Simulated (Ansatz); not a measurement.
# Gallium, fcc under PBEsol: structure, energy and stiffness, part 1 of 2

What does PBEsol give for gallium in the fcc structure? We relax it, solve it on a dense k-mesh, then scale the cell to 7 volumes from 88 to 112 % of the relaxed one and try a fit of the equation of state. Spin polarisation is left out. The k-meshes are 13×13×13 for the relaxation; 21×21×21 for the dense run; 15×15×15 for the volumes.

Computed with Ansatz 0.2.0 (DFT PBEsol, plane waves (420 eV) with PAW, scalar-relativistic; PAW files made under PBE, frozen cores solved again for the functional, unless a step says otherwise).

## 1. The system as given

Symmetry: Fm-3m, No. 225, cubic system. The conventional cell has a = 4.280 Å, b = 4.280 Å, c = 4.280 Å, α = 90.00°, β = 90.00°, γ = 90.00°. Ga (site symmetry m-3m) is surrounded by 12 Ga at 3.03 Å.

Coordinates:

```
Ga
1.0
     0.00000    2.13979    2.13979
     2.13979    0.00000    2.13979
     2.13979    2.13979    0.00000
Ga
1
Direct
  0.00000 0.00000 0.00000
```

## 2. Geometry optimisation

The input, input.yaml:

```yaml
crystal:
  lattice:
    - [0.0, 2.1397919757, 2.1397919757]
    - [2.1397919757, 0.0, 2.1397919757]
    - [2.1397919757, 2.1397919757, 0.0]
  atoms:
    - { symbol: Ga, position: [0.0, 0.0, 0.0] }
hamiltonian:
  xc: pbesol
  pseudopotentials:
    kind: paw
    azcp:
      Ga: "pseudopotentials/Ga.paw.azcp"
basis:
  ecutwfc: 420
  fft_grid_basis: typed
kpoints:
  mp_grid: { grid: [13, 13, 13], shift: [0, 0, 0] }
magnetization:
  spin_polarized: false
scf:
  occupations: { method: fermi_dirac, width: 0.1 }
relax:
  max_steps: 60
  f_tol: 0.01
  cell: {}
output:
  write_density: true
  write_potential: true
  elf: true
  volumetric_format: npy
```

Log:

```text
Warning: <dir> the record states the generating functional pbe (its physics header spells it `PBE`), which answers neither for hamiltonian.xc's functional nor for the pbesol family's — results may be inconsistent (PPs are generated against a specific XC)
Warning: RAYON_NUM_THREADS=2 ignored (pool sized by the plan → 2); use --threads N
Engine: ansatz 0.2.0, x86_64-unknown-linux-gnu
Pseudopotentials: kind: paw
Pseudopotential: Ga, paw, valence charge 13, recommended cutoff 420 eV (normal), <dir>
Functional definition: PBEsol
  exchange = pbesol_x
  correlation = pbesol_c
Crystal: 1 atoms, lattice volume = 19.595 Å³
Basis set: ecut = 420 eV, 387 PW (Γ), exchange–correlation on 48×48×48 points (8 copies of the dense FFT grid, shifted against one another)
Bands: 11, of which v1, the nominal top of the filled ones, is band 7 counted from 1 (6 counted from 0)
Symmetry: 48 space group operations
Space group: Fm-3m (ITA 225), of the structure as read, at distance tolerance 2.7e-5 Å
k-points: 84 of 2197
Non-local potential: Ga, projectors of the file, l = 0: 2, l = 1: 2, l = 2: 3, l = 3: 1
PAW form: soft (Blöchl's): semilocal exchange-correlation on the pseudo side does not see the compensation charge
PAW frozen core: Ga, regenerated for the run's functional, and the local potential with it (the file was generated under x = pbe(κ = 0.804, μ = 0.2195149727645171), c = pbe(β = 0.06672455060314922))
PAW one-centre angular grid: Ga, 590 points (default); XC on 64 Gauss nodes
Initial density: superposition of atomic densities (neutral atoms: chi_scale 0, normalization atom), corrected by the library's trained network
Initial wavefunctions: pseudopotential atomic-orbital guess
Functional: x = pbesol(κ = 0.804, μ = 0.12345679012345678), c = pbesol(β = 0.046)
SCF iter   1: F=—  HF=-3743.158645 eV  |F-HF|=—  |Δ(HF+E_count)|=         —  Δρ=1.41e-3  dr2=4.23e-4  ethr=1.77e-3  ⟨swp⟩=5.0  Hψ=5464  notcnv=0
preconditioner: auto → none  [metal: Δε(μ)=0.174 eV  Ē_g=21.150 eV  σ=0.100 eV  W_gap=0.37  n_scr=8 (ndim 8)  ℏωp=30.2 eV  f_vac=0.000  D(μ)=0.35/eV (n_scr^D=0)  sad-step TF]
SCF iter   2: F=—  HF=-3743.158188 eV  |F-HF|=—  |Δ(HF+E_count)|=   4.57e-4  Δρ=7.21e-4  dr2=1.15e-4  ethr=3.25e-6  ⟨swp⟩=2.0  Hψ=2052  notcnv=0
SCF iter   3: F=—  HF=-3743.158162 eV  |F-HF|=—  |Δ(HF+E_count)|=   2.66e-5  Δρ=3.11e-4  dr2=1.82e-5  ethr=8.81e-7  ⟨swp⟩=1.0  Hψ=900  notcnv=0  defer=1
SCF iter   4: F=—  HF=-3743.158158 eV  |F-HF|=—  |Δ(HF+E_count)|=   4.00e-6  Δρ=2.34e-5  dr2=5.73e-8  ethr=1.40e-7  ⟨swp⟩=2.0  Hψ=1442  notcnv=0  defer=1
iter 5 did not close the SCF: its close was put off for the readings that it lacked (scf_convergence_deferred on its scf_iter line)
SCF iter   5: F=-3743.158158 eV  HF=-3743.158158 eV  |F-HF|=3.36e-9  |Δ(HF+E_count)|=   6.09e-8  Δρ=7.08e-6  dr2=4.62e-9  ethr=4.41e-10  ⟨swp⟩=2.0  Hψ=1432  notcnv=0  defer=1
SCF iter   6: F=-3743.158158 eV  HF=-3743.158158 eV  |F-HF|=1.60e-10  |Δ(HF+E_count)|=  6.08e-10  Δρ=1.03e-6  dr2=1.44e-10  ethr=3.55e-11  ⟨swp⟩=4.0  Hψ=4315  notcnv=0
SCF 1 converged in 6 iterations: F = -3743.158158 eV  dr2 = 1.44e-10
relax step   1: F+E_penalty+E_count = -3743.15815762 eV  Δ(F+E_penalty+E_count) = +0.000e0 eV  max|allowed force component| = 0.000e0 eV/Å  Δτ_max = 0.0000 Å  P = -4.660 GPa  Ω = 19.595 Å³  (6 SCF iters, dr2 threshold 1.00e-7 eV, accepted)
Crystal: 1 atoms, lattice volume = 17.851 Å³
Basis set: ecut = 420 eV, 339 PW (Γ), exchange–correlation on 48×48×48 points (8 copies of the dense FFT grid, shifted against one another)
Initial density: handed on by an earlier stage of this run
Initial wavefunctions: those handed on with the density
iter 1 solved again at ethr=9.86e-6 eV; its pass at ethr=3.10e-3 eV (dr2=1.28e-3 eV) is discarded
SCF iter   1: F=—  HF=-3743.187929 eV  |F-HF|=—  |Δ(HF+E_count)|=         —  Δρ=2.62e-3  dr2=1.28e-3  ethr=9.86e-6  ⟨swp⟩=1.2  Hψ=7483  notcnv=0
preconditioner: auto → none  [metal: Δε(μ)=0.132 eV  Ē_g=21.789 eV  σ=0.100 eV  W_gap=0.31  n_scr=0 (ndim 8)  ℏωp=31.7 eV  f_vac=0.000  D(μ)=0.37/eV (n_scr^D=0)]
SCF iter   2: F=—  HF=-3743.187519 eV  |F-HF|=—  |Δ(HF+E_count)|=   4.10e-4  Δρ=1.29e-3  dr2=1.31e-4  ethr=9.86e-6  ⟨swp⟩=2.6  Hψ=1583  notcnv=0
SCF iter   3: F=—  HF=-3743.187475 eV  |F-HF|=—  |Δ(HF+E_count)|=   4.43e-5  Δρ=4.57e-4  dr2=2.91e-5  ethr=1.01e-6  ⟨swp⟩=2.0  Hψ=1344  notcnv=0
SCF iter   4: F=—  HF=-3743.187473 eV  |F-HF|=—  |Δ(HF+E_count)|=   1.16e-6  Δρ=8.82e-5  dr2=5.07e-7  ethr=2.24e-7  ⟨swp⟩=2.8  Hψ=1398  notcnv=0
SCF iter   5: F=-3743.187474 eV  HF=-3743.187474 eV  |F-HF|=5.14e-11  |Δ(HF+E_count)|=   3.04e-7  Δρ=1.79e-6  dr2=1.96e-10  ethr=7.69e-10  ⟨swp⟩=6.0  Hψ=3967  notcnv=0
SCF 2 converged in 5 iterations: F = -3743.187474 eV  dr2 = 1.96e-10
relax step   2: F+E_penalty+E_count = -3743.18747368 eV  Δ(F+E_penalty+E_count) = -2.932e-2 eV  max|allowed force component| = 0.000e0 eV/Å  Δτ_max = 0.0000 Å  P = -0.235 GPa  Ω = 17.851 Å³  energy of the carried Pulay correction = +3.962e-4 eV  (5 SCF iters, dr2 threshold 1.00e-7 eV, accepted)
Crystal: 1 atoms, lattice volume = 17.766 Å³
Basis set: ecut = 420 eV, 331 PW (Γ), exchange–correlation on 48×48×48 points (8 copies of the dense FFT grid, shifted against one another)
iter 1 solved again at ethr=2.91e-8 eV; its pass at ethr=3.10e-3 eV (dr2=3.78e-6 eV) is discarded
SCF iter   1: F=—  HF=-3743.187545 eV  |F-HF|=—  |Δ(HF+E_count)|=         —  Δρ=1.46e-4  dr2=4.01e-6  ethr=2.91e-8  ⟨swp⟩=2.1  Hψ=6955  notcnv=0
preconditioner: auto → none  [metal: Δε(μ)=0.138 eV  Ē_g=21.883 eV  σ=0.100 eV  W_gap=0.33  n_scr=0 (ndim 8)  ℏωp=31.8 eV  f_vac=0.000  D(μ)=0.37/eV (n_scr^D=0)]
SCF iter   2: F=—  HF=-3743.187544 eV  |F-HF|=—  |Δ(HF+E_count)|=   1.17e-6  Δρ=7.09e-5  dr2=4.06e-7  ethr=2.91e-8  ⟨swp⟩=2.5  Hψ=1539  notcnv=0
SCF iter   3: F=-3743.187543 eV  HF=-3743.187544 eV  |F-HF|=3.51e-8  |Δ(HF+E_count)|=   1.35e-7  Δρ=2.46e-5  dr2=8.83e-8  ethr=7.69e-10  ⟨swp⟩=7.2  Hψ=4405  notcnv=0
SCF 3 converged in 3 iterations: F = -3743.187543 eV  dr2 = 8.83e-8
relax step   3: F+E_penalty+E_count = -3743.18754348 eV  Δ(F+E_penalty+E_count) = -6.981e-5 eV  max|allowed force component| = 0.000e0 eV/Å  Δτ_max = 0.0000 Å  P = +0.047 GPa  Ω = 17.766 Å³  energy of the carried Pulay correction = +4.163e-4 eV  (3 SCF iters, dr2 threshold 1.00e-7 eV, accepted)
Basis set: ecut = 420 eV, 331 PW (Γ), exchange–correlation on 40×40×40 points (8 copies of the dense FFT grid, shifted against one another)
Initial wavefunctions: pseudopotential atomic-orbital guess (no wavefunctions were taken with the density)
iter 1 solved again at ethr=9.23e-8 eV; its pass at ethr=3.10e-3 eV (dr2=1.20e-5 eV) is discarded
SCF iter   1: F=—  HF=-3743.187052 eV  |F-HF|=—  |Δ(HF+E_count)|=         —  Δρ=1.21e-4  dr2=1.21e-6  ethr=9.23e-8  ⟨swp⟩=2.5  Hψ=7737  notcnv=0
preconditioner: auto → none  [metal: Δε(μ)=0.137 eV  Ē_g=21.886 eV  σ=0.100 eV  W_gap=0.33  n_scr=0 (ndim 8)  ℏωp=31.8 eV  f_vac=0.000  D(μ)=0.37/eV (n_scr^D=0)]
SCF iter   2: F=—  HF=-3743.187052 eV  |F-HF|=—  |Δ(HF+E_count)|=   6.13e-7  Δρ=1.06e-4  dr2=9.67e-7  ethr=9.29e-9  ⟨swp⟩=2.0  Hψ=1344  notcnv=0
SCF iter   3: F=—  HF=-3743.187052 eV  |F-HF|=—  |Δ(HF+E_count)|=   7.54e-8  Δρ=1.96e-5  dr2=4.39e-8  ethr=7.44e-9  ⟨swp⟩=2.0  Hψ=1416  notcnv=0
SCF iter   4: F=—  HF=-3743.187052 eV  |F-HF|=—  |Δ(HF+E_count)|=   1.12e-7  Δρ=4.45e-6  dr2=1.46e-9  ethr=3.37e-10  ⟨swp⟩=2.0  Hψ=1467  notcnv=0
SCF iter   5: F=-3743.187052 eV  HF=-3743.187052 eV  |F-HF|=4.55e-13  |Δ(HF+E_count)|=  7.98e-10  Δρ=9.17e-8  dr2=1.09e-12  ethr=1.00e-12  ⟨swp⟩=3.6  Hψ=3998  notcnv=0
SCF 4 converged in 5 iterations: F = -3743.187052 eV  dr2 = 1.09e-12
relax step   4: F+E_penalty+E_count = -3743.18705161 eV  Δ(F+E_penalty+E_count) = +4.919e-4 eV  max|allowed force component| = 0.000e0 eV/Å  Δτ_max = 0.0000 Å  P = +0.059 GPa  Ω = 17.766 Å³  stress off target by 5.92e-2 GPa  SCF on the basis re-selected at this cell (its energy is not comparable with the rows above)  (5 SCF iters)
basis re-selected at this cell: Δ(F+E_penalty+E_count) = +4.919e-4 eV, ΔP = +0.012 GPa vs the last step (what re-selecting the basis moved, of the pressure what is left beyond the Pulay correction that the steps carried, after the strain that the cell walked since its last selection, with what the two solves' SCF thresholds leave and, on support functions, any second-order correction that the steps lacked; it is no measure of the basis error at this ecutwfc). The dense FFT grid was sized anew with the basis: this SCF ran on 20×20×20 points, the steps before it on 24×24×24, so part of this shift can come from that change (see relax.cell in the input reference). This SCF's stress stands 5.92e-2 GPa from its target on what of the cell is left free (relax.cell.stress_tol is 5.00e-2 GPa) and its largest allowed force component is 0.00e0 eV/Å (relax.f_tol is 1.00e-2 eV/Å): not within both, so this SCF does not close the relaxation
Crystal: 1 atoms, lattice volume = 17.784 Å³
iter 1 solved again at ethr=1.39e-9 eV; its pass at ethr=3.10e-3 eV (dr2=1.81e-7 eV) is discarded
SCF iter   1: F=—  HF=-3743.187050 eV  |F-HF|=—  |Δ(HF+E_count)|=         —  Δρ=3.10e-5  dr2=1.80e-7  ethr=1.39e-9  ⟨swp⟩=2.2  Hψ=6974  notcnv=0
preconditioner: auto → none  [metal: Δε(μ)=0.135 eV  Ē_g=21.879 eV  σ=0.100 eV  W_gap=0.32  n_scr=0 (ndim 8)  ℏωp=31.7 eV  f_vac=0.000  D(μ)=0.37/eV (n_scr^D=0)]
SCF iter   2: F=—  HF=-3743.187049 eV  |F-HF|=—  |Δ(HF+E_count)|=   7.06e-7  Δρ=1.47e-5  dr2=1.77e-8  ethr=1.38e-9  ⟨swp⟩=2.6  Hψ=1566  notcnv=0
SCF iter   3: F=-3743.187049 eV  HF=-3743.187049 eV  |F-HF|=1.56e-9  |Δ(HF+E_count)|=   6.22e-9  Δρ=5.18e-6  dr2=3.95e-9  ethr=6.74e-11  ⟨swp⟩=5.8  Hψ=3811  notcnv=0
SCF 5 converged in 3 iterations: F = -3743.187049 eV  dr2 = 3.95e-9
relax step   5: F+E_penalty+E_count = -3743.18704941 eV  Δ(F+E_penalty+E_count) = +2.195e-6 eV  max|allowed force component| = 0.000e0 eV/Å  Δτ_max = 0.0000 Å  P = -0.000 GPa  Ω = 17.784 Å³  energy of the carried Pulay correction = -5.428e-6 eV  (3 SCF iters, dr2 threshold 8.77e-9 eV, accepted)
iter 1 solved again at ethr=1.62e-7 eV; its pass at ethr=3.10e-3 eV (dr2=2.11e-5 eV) is discarded
SCF iter   1: F=—  HF=-3743.187058 eV  |F-HF|=—  |Δ(HF+E_count)|=         —  Δρ=5.15e-6  dr2=4.30e-9  ethr=1.62e-7  ⟨swp⟩=2.5  Hψ=7709  notcnv=0
eigensolver tolerance schedule: the retry pair's looser diagonalisation over-reported the residual by 4897.87 of it (diagonalisation noise at 0.34 of the residual, at the tolerance the schedule requests for it); recorded, not acted on — ethr = c·dr2/N_el stays at c = 1.0e-1
preconditioner: auto → none  [metal: Δε(μ)=0.135 eV  Ē_g=21.878 eV  σ=0.100 eV  W_gap=0.32  n_scr=0 (ndim 8)  ℏωp=31.7 eV  f_vac=0.000  D(μ)=0.37/eV (n_scr^D=0)]
SCF iter   2: F=—  HF=-3743.187057 eV  |F-HF|=—  |Δ(HF+E_count)|=   5.34e-7  Δρ=2.37e-6  dr2=6.37e-10  ethr=3.31e-11  ⟨swp⟩=2.2  Hψ=1506  notcnv=0
SCF iter   3: F=—  HF=-3743.187057 eV  |F-HF|=—  |Δ(HF+E_count)|=  1.34e-10  Δρ=9.00e-7  dr2=1.04e-10  ethr=4.90e-12  ⟨swp⟩=2.0  Hψ=1344  notcnv=0
SCF iter   4: F=—  HF=-3743.187057 eV  |F-HF|=—  |Δ(HF+E_count)|=  1.23e-10  Δρ=1.40e-7  dr2=2.30e-12  ethr=1.00e-12  ⟨swp⟩=3.5  Hψ=3995  notcnv=0
SCF iter   5: F=-3743.187057 eV  HF=-3743.187057 eV  |F-HF|=9.09e-13  |Δ(HF+E_count)|=    0.00e0  Δρ=3.79e-8  dr2=1.91e-13  ethr=1.00e-12  ⟨swp⟩=4.3  Hψ=2940  notcnv=0
SCF 6 converged in 5 iterations: F = -3743.187057 eV  dr2 = 1.91e-13
relax step   6: F+E_penalty+E_count = -3743.18705721 eV  Δ(F+E_penalty+E_count) = -7.801e-6 eV  max|allowed force component| = 0.000e0 eV/Å  Δτ_max = 0.0000 Å  P = -0.001 GPa  Ω = 17.784 Å³  stress off target by 7.08e-4 GPa  SCF on the basis re-selected at this cell (its energy is not comparable with the rows above)  (5 SCF iters)
basis re-selected at this cell: Δ(F+E_penalty+E_count) = -7.801e-6 eV, ΔP = -0.001 GPa vs the last step (what re-selecting the basis moved, of the pressure what is left beyond the Pulay correction that the steps carried, after the strain that the cell walked since its last selection, with what the two solves' SCF thresholds leave and, on support functions, any second-order correction that the steps lacked; it is no measure of the basis error at this ecutwfc). This SCF's stress stands 7.08e-4 GPa from its target on what of the cell is left free (relax.cell.stress_tol is 5.00e-2 GPa) and its largest allowed force component is 0.00e0 eV/Å (relax.f_tol is 1.00e-2 eV/Å): within both
SCF converged after 5 iterations
Free energy (F): -3743.187057 eV
Harris-Foulkes:  -3743.187057 eV  (|F-HF|=9.09e-13)
Internal energy: -3743.174473 eV  (E = F + TS)
E sigma→0 (E₀):  -3743.180765 eV
Entropy (-TS):   -0.012584 eV (-12.584 meV/atom)
Fermi energy:    10.430359 eV
--- Per-component energies (eV) ---
  E_band       = -26.933186
  E_kinetic    = 115.309863
  E_local      = -1740.689613  (includes V_loc(G=0)·N_el)
  E_nonlocal   = 423.382479
  E_hartree    = 819.665929
  E_xc         = -69.206196
  E_vxc        = -58.777143  (∫ρ·V_xc dr)
  E_paw        = -1946.106393  (= ΣΔE_a)
  E_vpaw       = -405.490500  (= ΣTr[D̂ρ^β])
  E_aug_tail   = -0.000116  (compensation charges beyond the density's cutoff)
  E_ewald      = -1346.393404
  E_core_change = 0.862978  (= ΣΔE_core)
  E_smearing   = -0.012584  (= −TS)
  E_closure    = -0.000000  (closes the sum)
  Σ components = -3743.187057   (vs F -3743.187057, Δ=0.00e0)
--- Forces (eV/Å), atoms counted from 1 ---
  atom   1  Ga     0.00000000     0.00000000    -0.00000000
  max |Σ_I F_I| component: 1.15e-31 eV/Å
--- Stress (GPa, compression-positive) ---
       -0.000708       0.000000       0.000000
        0.000000      -0.000708       0.000000
        0.000000       0.000000      -0.000708
  P = ⅓ Tr σ = -0.0007 GPa (-0.007 kbar)
--- Band table (eV; the first three rows and the last of 84) ---
  k-point 0: bands = ["-4.5171", "-4.5171", "-4.5171", "-4.3760", "-4.3760", "-1.1244", "23.2523", "23.2523", "23.2523", "26.5504", "26.8058"]
  k-point 1: bands = ["-4.5199", "-4.5090", "-4.5090", "-4.3772", "-4.3772", "-0.9658", "21.3072", "22.8980", "22.8980", "25.5576", "27.3798"]
  k-point 2: bands = ["-4.5302", "-4.4915", "-4.4915", "-4.3755", "-4.3755", "-0.4858", "18.0935", "22.2295", "22.2295", "25.2189", "28.4433"]
  k-point 83: bands = ["-4.5566", "-4.5181", "-4.4600", "-4.3428", "-4.2312", "8.2818", "10.2912", "10.5420", "12.2474", "26.3338", "27.2553"]
--- Relaxed structure (4 steps of the walk, 4 accepted, 2 SCFs on fresh bases) ---
  F+E_penalty+E_count = -3743.18705721 eV   max|allowed force component| = 0.000e0 eV/Å   (the final SCF, on the basis selected at the relaxed cell)
  cell:  # Å, volume = 17.7840 Å³
    - [1.2738430082238975e-33, 2.0717283686906764, 2.0717283686906764]
    - [2.0717283686906764, 7.897826650988163e-34, 2.0717283686906764]
    - [2.0717283686906764, 2.0717283686906764, 3.821529024671692e-34]
  atoms:
    - { symbol: Ga, position: [0.0, 0.0, 0.0] }
```

It took 5.8 s on 2 threads of an x86-64 CPU, shared host; peak memory 0.37 GiB.

Step by step:

```
step  energy change (meV/atom)  largest force (eV/Å)  pressure (GPa)  volume (Å³/atom)
   1                      0.00                0.0000           -4.66            19.595
   2                    -29.32                0.0000           -0.24            17.851
   3                    -29.39                0.0000            0.05            17.766
   4                    -28.89                0.0000            0.06            17.766
   5                    -28.89                0.0000            0.00            17.784
   6                    -28.90                0.0000            0.00            17.784
```

Steps that repeat a cell are solved on a basis chosen anew, so their changes of energy are no gain of the relaxation.

Changes in the cell that was computed:

|  | before | after | change |
| --- | --- | --- | --- |
| a (Å) | 3.026 | 2.930 | -3.2 % |
| b (Å) | 3.026 | 2.930 | -3.2 % |
| c (Å) | 3.026 | 2.930 | -3.2 % |
| volume (Å³/atom) | 19.595 | 17.784 | -9.2 % |
| shortest distance (Å) | 3.026 | 2.930 | -3.2 % |
| space group (spins left aside) | Fm-3m | Fm-3m | same |

(Continued in part 2 of 2.)
